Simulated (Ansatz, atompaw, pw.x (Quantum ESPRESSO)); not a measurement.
## Si: one change to the PAW (atompaw) potential, in the atom and in the bcc crystal

atompaw 4.2.0.5 input, output lines left out:

```
Si 14
LDA-PW scalarrelativistic loggrid 1500 logderivrange -3 5 201
3 3 0 0 0 0
3 1 2
0 0 0
c
c
v
c
v
2
2.40 1.80 1.60 1.25
y
1.3
n
y
0.35
n
y
0.4
y
1.65
n
custom polynom vanderbiltortho sinc
3 -0.5 troulliermartins
2.05
2.40
2.40
2.40
2.40
1.85
```

Change: augmentation sinc compensation charge, radius 1.80 bohr; PAW radius 2.40 bohr; waves and projectors: custom polynom2 7 10 vanderbiltortho.

Cutoffs, loose and tight: the cutoffs (Ry, on a coarse ladder) from which the occupation-weighted sum of valence levels, in a spherical-Bessel basis at the reference potential, stays within 10 and 1 mRy of its value at 400 Ry. They see the waves, projectors and local potential, not the compensation charge or the core.

Crystal test: bcc Si in pw.x 7.5, no spin, 15³ k-points, Fermi–Dirac smearing 0.01 Ry, cutoffs set for each file from its atomic test. The reference is all-electron LAPW (Ansatz 0.2.0) with the same functional, mesh and smearing; V0 and B0 come from Birch–Murnaghan fits to the pressures at five volumes. Errors are pseudo minus all-electron; Δ is the rms difference of the E(V) curves that follow from these fits, minima aligned, over ±6 % about the mean V0. Mesh and smearing are coarse, so the numbers serve the comparison and aren't converged zero-temperature values; the lattice is a test structure that the element need not adopt.

All-electron: a0 = 3.045 Å (V0 = 14.12 Å³/atom), B0 = 101.1 GPa.

Question: Does the change bring the crystal closer to the all-electron result?

Answer: The mean pressure error goes from -0.40 to -2.02 GPa, so the change moves the solid further from the all-electron pressures.

| quantity | base | changed |
| --- | --- | --- |
| outcome (atom) | generated | generated |
| cutoff, loose (atom) | 8 Ry | 10 Ry |
| cutoff, tight (atom) | 12 Ry | 15 Ry |
| bound ghosts (atom) | none | none |
| cutoffs in pw.x (Ry) | 40/400 | 40/400 |
| a0 (Å) | 3.041 | 3.025 |
| a0 error (%) | -0.13 | -0.67 |
| B0 error (%) | +0.5 | +2.5 |
| Δ (meV/atom) | 1.2 | 6.3 |
| mean pressure error (GPa) | -0.40 | -2.02 |

Changed file: This is a poor potential for the solid. The atomic cutoffs weigh occupied waves only.
